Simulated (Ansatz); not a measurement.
CdI2-type SrCl2

The computed numbers are results of PBEsol, scalar-relativistic (no spin polarisation) in the plane-wave PAW code Ansatz at 420 eV, 10×10×6 k-mesh; PAW files: Ansatz's generated set soft_2.

```
Sr Cl
1.0
     4.38018    0.00000    0.00000
    -2.19009    3.79334    0.00000
     0.00000    0.00000    6.08421
Sr Cl
1 2
Direct
  0.00000 0.00000 0.00000
  0.33333 0.66667 0.22692
  0.66667 0.33333 0.77308
```

This is a trial structure; measured cells of the compound in the Crystallography Open Database are in space group Fm-3m.

What is the high-frequency dielectric tensor ε∞ (density-functional perturbation theory, local fields included)?

```
2.66 0.00 0.00
0.00 2.66 0.00
0.00 0.00 2.29
```

What is the static dielectric tensor, the lattice's part included?

```
5.60 0.00 0.00
0.00 5.60 0.00
0.00 0.00 3.28
```

List the optical modes at the zone centre without the LO–TO term, with degeneracy and infrared intensity.

```csv
ω (cm⁻¹),degeneracy,IR intensity ((D/Å)²/u)
157,2,0.00
165,1,0.00
168,2,7.85
175,1,1.44
```

The principal values of ε∞, 2.29, 2.66, give refractive indices of 1.51, 1.63 below the gap, so the crystal is birefringent.

The mean Born charge of Sr is 2.24 against a formal +2. It exceeds the formal charge because moving the ion changes its mixing with the anions' p states, and electrons flow along the bond.

Semilocal functionals make the gap too small and so ε∞ somewhat too large. The structure is built of weakly bound layers, and this functional has no dispersion term, so their spacing and all that hangs on it (volume, the soft elastic constants, low modes, dielectric constants) are poorly given.
